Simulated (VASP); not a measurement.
# How biaxial strain in the (001) plane changes AlN (F-43m), part 2 of 2

Strain engineering needs slopes: what does biaxial strain in the (001) plane do to the lattice and the band edges of AlN?

VASP 6.6.1, plane waves and PAW; the level of theory is named at each step.

So far: Set-up; Relax the crystal, LDA; Strain along the normal, LDA; Band edges, HSE06.

## 5. The table

Hybrid runs start from orbitals of a short LDA run, not shown.

Runs beyond LDA use the data sets made with LDA; this shifts their levels slightly, and their total energies have another zero.

The other members went through these steps as far as the tables show, with the same cutoff and, step by step, the same mesh; 40 runs are not shown. The session took 0.93 core hours (wall time by ranks) on a shared machine.

```
in-plane strain (%)  strain along the normal (%)  in-plane stress, tension positive (GPa)  energy above the unstrained row (meV/atom)  gap on the mesh, LDA (eV)
             -2.000                        2.116                                   -6.216                                       7.947                      3.099
             -1.500                        1.607                                   -4.554                                       4.437                      3.133
             -1.000                        1.086                                   -2.966                                       1.978                      3.168
             -0.500                        0.551                                   -1.450                                       0.512                      3.200
                  0                        0.000                                   -0.010                                       0.000                      3.230
              0.500                       -0.563                                    1.367                                       0.389                      3.166
              1.000                       -1.137                                    2.687                                       1.642                      3.105
              1.500                       -1.730                                    3.936                                       3.715                      3.046
              2.000                       -2.340                                    5.124                                       6.569                      2.990
```

Slopes at zero strain, from cubics through all rows: strain ratio -1.111, stress over strain 282 GPa. For a cubic crystal strained in (001) the ratio is −2C₁₂/C₁₁.

Band edges at HSE06, counted from the valence-band top at Γ, with one row partly withheld:

```
in-plane strain (%)  gap (eV)  conduction band at Γ (eV)  Δ or X valley along z (eV)  Δ or X valley along x (eV)  lowest conduction level at L, [111] (eV)  lowest conduction level at L, [-111] (eV)  second valence level below the top (eV)  third valence level below the top (eV)
             -2.000     4.484                      5.838                       4.697                       4.484                                     9.072                                      9.072                                    0.000                                   0.193
             -1.500     4.510                      5.808                       4.669                       4.510                                     9.077                                      9.077                                    0.000                                   0.142
             -1.000     4.537                      5.779                       4.642                       4.537                                     9.072                                      9.072                                    0.000                                   0.094
             -0.500     4.564                      5.749                           ?                       4.564                                     9.057                                      9.057                                    0.000                                   0.046
                  0     4.592                      5.721                       4.592                       4.592                                     9.033                                      9.033                                    0.000                                   0.000
              0.500     4.524                      5.647                       4.525                       4.576                                     8.955                                      8.955                                    0.045                                   0.045
              1.000     4.460                      5.575                       4.460                       4.561                                     8.869                                      8.869                                    0.088                                   0.088
              1.500     4.398                      5.506                       4.398                       4.548                                     8.778                                      8.778                                    0.130                                   0.130
              2.000     4.339                      5.438                       4.339                       4.538                                     8.681                                      8.681                                    0.172                                   0.172
```

Conduction masses, in electron masses:

```
in-plane strain (%)  conduction mass at Γ, along the strain axis or the normal of the plane  conduction mass at Γ, across the strain axis or in the plane
             -2.000                                                                   0.304                                                         0.304
             -1.500                                                                   0.299                                                         0.297
             -1.000                                                                   0.300                                                         0.300
             -0.500                                                                   0.298                                                         0.296
                  0                                                                   0.298                                                         0.298
              0.500                                                                   0.294                                                         0.295
              1.000                                                                   0.292                                                         0.295
              1.500                                                                   0.288                                                         0.292
              2.000                                                                   0.288                                                         0.292
```

## 6. Working out the slope

The quantity to fit is the splitting of the Δ or X valleys (z less x) at HSE06: 0.213, 0.159, 0.105, 0.000, -0.051, -0.101, -0.150, -0.199 eV in the rows shown.

Fitting a parabola to the 8 known rows (d: strain along the axis less the strain across it, in %) gives E = 7.07e-4 d² + 0.04887 d + 3.77e-5 in eV; the residuals are 1.0e-4 eV r.m.s.

For the withheld row, d = 1.051, the fit gives 0.0522 eV.

## 7. Checking the prediction

The calculation gives 0.0521 eV, so the prediction is 0.0001 eV too high.

The splitting is Ξu times d, with d as a fraction, so the linear term gives Ξu = 4.9 eV.

## 8. What came out

```
ratio of normal to in-plane strain                   : -1.111
biaxial modulus                                      : 282 GPa
gap of the unstrained cell, HSE06                    : 4.59 eV
shear deformation potential Ξu of the Δ or X valleys : 4.9 eV
error of the predicted row                           : 0.1 meV
valence shear potential |b|, HSE06                   : 1.43 eV
```

As a check, the curvature of the energy gives 282 GPa for the same modulus (energy per volume = M × strain²), 0 % from the slope of the stress. At HSE06 the lowest conduction valley is Δ or X throughout, and the gap runs between 4.34 and 4.59 eV. Without spin-orbit coupling the three valence levels split by 3|b| times the difference of the strains; the rows within 1 % give |b| = 1.43 eV. Hole masses are left out throughout, since the top bands are degenerate or cross in many series; of conduction masses, those of the Γ, L and (for Si and Ge under (001) strain) Δ valleys are kept where they change by under an eighth between rows. HSE06 ran on a coarser mesh than the semilocal levels. Spin-orbit coupling is left out at HSE06, so the valence splittings there lack it. Δ or X levels are the lowest on their line, refined by a parabola unless they lie at X; the gap is read from all points sampled and can differ from the lowest valley by some meV, or by tens of meV where strain moves the valence top off Γ. Temperature, zero-point motion and excitons are left out.

[Lines on the potential files, build, host, timing and source positions are cut from VASP's logs without a mark.]

[Logs are printed without paths, hosts, clocks, repeated set-up lines and the standing remarks that a program may print on its own settings, such as how far it seeks lower states.]

[Hosts, paths, dates, database ids (printed as entryN), source tags and the programs' standing remarks are cut or masked in the printed files.]

[In band tables of VASP the shares of atoms and orbitals are scaled to a sum of 1 inside the atoms' spheres.]
